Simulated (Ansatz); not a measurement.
All numbers below come from Ansatz 0.2.0, DFT PBE, scalar-relativistic, plane waves, PAW. All cells share a 420 eV cutoff and Γ-centred k meshes spaced at most about 0.3 Å⁻¹ (about 0.25 or finer for metals, 2π included). No spin polarisation.

These are static total energies at zero pressure.

Two relaxed structures of Na₃H₂:

1.

```
CELL_PARAMETERS angstrom
1.71905 0.99249 8.94864
-1.71905 0.99249 8.94864
0.00000 -1.98499 8.94864
ATOMIC_POSITIONS crystal
Na 0.00000 0.00000 0.00000
Na 0.22700 0.22700 0.22700
Na 0.77300 0.77300 0.77300
H 0.38578 0.38578 0.38578
H 0.61422 0.61422 0.61422
```

2.

```
CELL_PARAMETERS angstrom
4.39118 0.00000 0.00000
0.00000 4.39118 0.00000
0.00000 0.00000 7.62069
ATOMIC_POSITIONS crystal
Na 0.00000 0.00000 0.00000
Na 0.50000 0.50000 0.50000
Na 0.00000 0.00000 0.50000
H 0.50000 0.00000 0.55095
H 0.00000 0.50000 0.44905
```

Question: Which would you expect to be lower, and how large is the difference?

Answer: Cell 1 is lower, by 148 meV/atom. Cell 1 has the anti-tetradymite type, space group R-3m (No. 166), 18.3 Å³/atom and no gap on its mesh; cell 2 has space group P-4m2 (No. 115), 29.4 Å³/atom and no gap. Counting H atoms around Na (those within 1.25 times the shortest such distance or 1.15 times the sum of covalent radii; a plus sign parts nearer from farther groups; the shortest distance is added where it is long for a bond; a slash parts the counts of unlike sites), cell 1 has Na 3/6 and cell 2 has Na 4/4+4 from 4.1 Å. The denser one is the lower, and pressure would at first widen the difference. Both come from invented guesses.

With hydrogen, zero-point motion can shift such differences by 10 meV/atom or more. Cells relaxed within their symmetry can be saddle points.
